When a computed bulk modulus misses the measured one, is the functional wrong about how strongly the atoms hold together, or is the computed energy curve too rough to have a trustworthy curvature? The first fault calls for another functional, the second for better settings, and the size of the error does not tell them apart. In the crystals below, the two largest errors have opposite signs, and both were read from curves too rough to trust.

All-electron FLAPW calculations with PBE for nine crystals, without spin polarisation or spin–orbit coupling and with Fermi–Dirac smearing of 0.05 eV. Eight crystals were run with a later development tree of FLEUR MaX-R8.1, and diamond with a different build of it, MaX-R8.1 (patched build s14). Each computed bulk modulus comes from an equation-of-state fit to the energies at five or seven volumes and applies at the fitted equilibrium volume. The measured values were read out of the cited papers by a program; a few in a hundred may be wrong or belong to imperfect samples.

| formula | space group | volume of the given cell (Å³/atom) | potentials or basis | k-mesh | computed bulk modulus (GPa) | measured bulk modulus (GPa) | range of the values found (GPa) | what was measured, and how | source | computed over measured, less one (%) |
| --- | --- | --- | --- | --- | --- | --- | --- | --- | --- | --- |
| Ge | Fd-3m | 22.64 | all electron | 8x8x8 | 65.3 | 75.8 | one value | bulk modulus of bulk Ge; not stated; bulk crystal | arXiv:1908.00180 (2019) | -13.9 |
| Al | Fm-3m | 16.60 | all electron | 11x11x11 | 78.9 | 76.9 | one value | bulk modulus; literature experiment; bulk crystal | pmc:3831299 (2013) | 2.6 |
| BP | F-43m | 11.68 | all electron | 10x10x10 | 162.0 | 174 | 173 to 179 | B0, Murnaghan EOS fit with V0 fixed at 93.45 A^3; XRD in diamond anvil cell; powder | arXiv:1505.05714 (2015) | -6.9 |
| Ta | Im-3m | 18.01 | all electron | 11x11x11 | 193.2 | 194 | 194 to 198 | experimental value at ambient conditions; not stated; bulk crystal | arXiv:1910.08312 (2019) | -0.4 |
| SiC | F-43m | 10.35 | all electron | 10x10x10 | 212.2 | 225 | one value | bulk modulus B; quoted earlier experiment; bulk crystal | pmc:9505936 (2022) | -5.7 |
| W | Im-3m | 15.85 | all electron | 12x12x12 | 299.8 | 307 | one value | isotropic polycrystalline bulk modulus K, bounded above by the literature value in the fit; surface Brillouin spectroscopy; bulk crystal | arXiv:1710.07581 (2017) | -2.3 |
| Ir | Fm-3m | 14.06 | all electron | 12x12x12 | 354.2 | 339 | one value | B0 at ambient pressure, third-order Birch-Murnaghan; high-pressure powder XRD; powder | pmc:6586894 (2019) | 4.5 |
| BN | F-43m | 5.96 | all electron | 13x13x13 | 370.9 | 395 | 395 to 400 | isothermal B0, Vinet fit; equation-of-state measurement; bulk crystal | arXiv:1208.3664 (2012) | -6.1 |
| C | Fd-3m | 5.67 | all electron | 13x13x13 | 492.6 | 442 | 441.8 to 444.8 | B0 from ultrasound; ultrasonic measurement; bulk crystal | arXiv:cond-mat/0702656 (2007) | 11.4 |

The bulk modulus B is the volume times the second derivative of the energy with respect to volume. It can therefore be read from three neighbouring energies: add the rises from the middle volume to its two neighbours, then divide by the square of the relative volume step and by the volume. A diatomic molecule shows how the result should behave. Its bond has a stiffness given by the curvature of its energy, and that stiffness drops as the bond is stretched. The likeness covers only this direction of change, since a crystal stretches all its bonds at once and a metal has no separate bonds to count.

For simple crystals such as these, a sound energy curve should then give a modulus that falls as the crystal expands. The output after this text applies that test to every crystal, at three volumes around the given cell and with no adjustable constant. Seven crystals pass, and germanium and diamond fail.

**Germanium and aluminium** open the table with almost equal measured moduli but very different curves. Aluminium softens steadily on expansion, and its computed modulus is 2.6 % above the measured one. Part of such a small surplus is natural, because the measured crystal is softened by heat and zero-point motion, while the computed one is at rest.

Germanium's modulus instead rises from 76 to 83 GPa on expansion and then drops to 59 GPa. Its energy minimum also lies only 0.6 % below the largest volume computed, so the fit has hardly any points on the far side. PBE is known to make germanium too large and too soft, and the sign of the error agrees with that. The 14 % deficit should still not be used as a measure of the functional. The first remedy is a set of volumes centred on the computed minimum, followed by a test of the basis, because the cause of the roughness is open.

**Boron phosphide and silicon carbide** show what an error of the functional looks like. Their curves are smooth, yet their moduli are 6 to 7 % below the measured values. Heat and zero-point motion do not explain this, since they soften the measured crystal and so make the deficit look smaller than it is. The usual explanation lies in how PBE treats an uneven electron density. Its gradient correction lowers the energy of uneven densities, and the density becomes more uneven as atoms move apart. The crystal therefore settles at too large a volume, where its bonds are already stretched and softer.

Boron phosphide allows an estimate of how much of the deficit comes from this expansion, because its given cell has the measured volume, 11.68 Å³ per atom. Compressing that cell by 4 % raises the energy by 13.6 meV per atom, and expanding it by 4 % raises it by 5.8 meV. 

With 1 eV/Å³ equal to about 160 GPa, the three energies give

B ≈ (0.0136 + 0.0058) eV / (0.04² × 11.68 Å³) ≈ 1.04 eV/Å³ ≈ 166 GPa.

The fitted modulus at PBE's own, larger volume is 162 GPa, and the measured one is 174 GPa. Returning to the measured volume thus recovers about 4 of the 12 GPa, or roughly a third of the deficit. The rest is a curve that is too flat even at equal volume, together with any error of the measurement. The three energies are also among those behind the fitted modulus, so the estimate divides the deficit but does not confirm the fit independently. The share holds for boron phosphide alone. Silicon carbide's three energies give 226 GPa at its given cell, which is close to the measured size as recalled, against 225 GPa measured; there the expansion of 1.5 % accounts for about the whole deficit. Boron nitride's fitted volume lies just below its given cell, so these runs do not show the expansion for it.

**Tantalum, tungsten and iridium** give little reason to change the functional. Tantalum and tungsten lie within 3 % of their measured values, and tungsten's reference was itself held below a ceiling when it was derived. Iridium appears 4.5 % too stiff, but against a single value of 339 GPa; other measurements, as roughly recalled, lie near 360 GPa and would turn the surplus into a small deficit. The calculation also leaves out spin–orbit coupling, which should be checked in such heavy atoms before a few per cent are blamed on PBE. The test of the curves is coarser here, because the energies it uses are rounded to 1 meV. This can shift a modulus by up to 30 GPa, so tantalum's last drop, from 200 to 193 GPa, is not secure. Iridium's fit is also noisier than those of the other two metals: its misfit is 0.23 meV per atom, close to germanium's 0.32, but iridium is far stiffer and its minimum lies well inside the range computed, so the same misfit weighs much less; at most a part of its error is numerical.

**Boron nitride and diamond** close the table with the most instructive pair. They are built alike, from light atoms in short, strong bonds, yet boron nitride comes out 6 % too soft and diamond 11 % too stiff. Read as physics, this would mean that PBE underbinds one and overbinds the other. The curves show otherwise: boron nitride softens across the three test volumes, with only a small ripple among its seven energies (a misfit of 0.04 meV per atom against 1.8 for diamond), while diamond's modulus jumps from 183 to 629 GPa and back to 250 GPa. Diamond's fit even has a negative pressure derivative, which would mean a crystal that softens when squeezed.

The settings point to a likely cause. This method describes the electrons by atom-like functions inside a sphere around each nucleus and by plane waves between the spheres. A small sphere leaves more of the steep region near the nucleus to the plane waves, which must then be finer. What counts is therefore the sphere radius times the plane-wave cutoff, not the cutoff alone. For diamond this product is 4.6, against 7.0 in boron nitride.

Aluminium serves as a control, since it has the same cutoff as diamond and the same number of volumes. Its large sphere raises the product to 8.6, and its curve is smooth. The control is imperfect, because aluminium also carries the atom-like functions up to angular momentum 9, against 5 in diamond, and because diamond alone was run with the patched build of the program. A poor basis can roughen a curve because, at a fixed cutoff, expansion lets new plane waves enter in steps. Each newcomer lowers the energy, and it does so noticeably when the basis is far from complete. No run with a higher cutoff tests this for diamond, and none repeats diamond with the build used for the other crystals, so an effect of the build is not excluded. Germanium, whose product is 8.3, shows that a large product does not guarantee a smooth curve. In both crystals the electrons may also have settled into different states at different volumes, which would roughen the curve whatever the basis. Germanium and diamond also have the two lowest limits on angular momentum inside the spheres, 6 and 5 against 8 to 10 elsewhere, so that setting belongs in the same test.

How much this matters depends on the purpose. For sorting soft crystals from hard ones, these settings suffice: the computed order is the measured order, even with diamond's faulty value in it. For the same reason, a correct order is no sign of a converged calculation. A modulus good to a few per cent asks far more of the energies. Moving the middle one of three energies by 1 meV per atom changes the modulus by 4 to 16 % of its measured value, depending on the crystal, when the volumes are 4 % apart. A fit through five or seven points is less sensitive, but a curve smooth to about 0.1 meV per atom is a safe aim.

The costs differ as much as the cures. Giving diamond the same product as boron nitride takes a cutoff of about 5.3 per bohr instead of 3.5. The number of plane waves grows as the cube of the cutoff, hence about 3.6 times, and the work of a full diagonalisation as the cube of that number, about 45 times. In a cell of two atoms this is still affordable. Replacing PBE by another gradient-corrected functional, such as one designed for solids, hardly changes the cost, and, though no run here tests it, it is expected to reduce the 6 to 7 % softness of the three compounds. It pays off only once the modulus falls smoothly on expansion, because no functional repairs a rough curve.

Printed output of the fit:

```
Basis and quality of fit:
  row  cutoff (1/bohr)  smallest radius times cutoff  misfit (meV/atom)  pressure derivative
   Ge                4                          8.32             0.3163                3.167
   Al              3.5                         8.575           0.009221                4.521
   BP             4.64                         7.192            0.01683                3.845
   Ta              4.1                         10.04            0.04516                4.582
  SiC              5.7                         8.493           0.003514                3.894
    W             4.17                           9.8            0.07238                3.744
   Ir              3.8                         8.816             0.2313                4.684
   BN             5.26                         6.996             0.0428                3.788
    C              3.5                         4.585              1.783                -3.29
Modulus from neighbouring energies (GPa):
  row  at 0.96 of given volume  at given volume  at 1.04 of given volume  fitted over given volume less one (%)
   Ge                    75.86            83.15                    58.88                                   5.37
   Al                    88.95            77.58                    66.42                                -0.5216
   BP                    188.6            166.2                    149.3                                 0.6971
   Ta                    234.9            200.2                    192.7                                  1.274
  SiC                    254.4            225.8                    199.1                                  1.482
    W                    363.9            328.5                    271.6                                  1.925
   Ir                    464.9              406                    335.8                                   2.93
   BN                    416.4            370.8                    332.9                                -0.1121
    C                    182.7            628.9                    250.5                                 0.9619
mean error of BP, SiC and BN (%): -6.233
mean error of the four metals (%): 1.1
mean error of all five covalent crystals, faulty fits included (%): -4.24
smallest step between neighbours in the measured order (%): 1.43
change of the middle modulus of diamond if its middle energy shifts by 1 meV/atom (GPa): 35.32
the same shift as a share of the measured modulus, least over all rows (%): 4.116
the same share, most over all rows (%): 15.69
largest effect of energies rounded to 1 meV on the moduli of Ta, W and Ir (GPa): 29.63
BP, measured volume from the note on its reference (A3/atom): 11.68
BP, modulus at the given volume less fitted modulus (GPa): 4.236
BP, that difference as a share of the deficit against measurement (%): 35.3
Ge, distance from fitted minimum to largest volume computed (%): 0.5983
cutoff that would give diamond the radius times cutoff of BN (1/bohr): 5.34
growth of the basis of diamond at that cutoff (times): 3.552
growth of its dense diagonalisation at that cutoff (times): 44.82
```
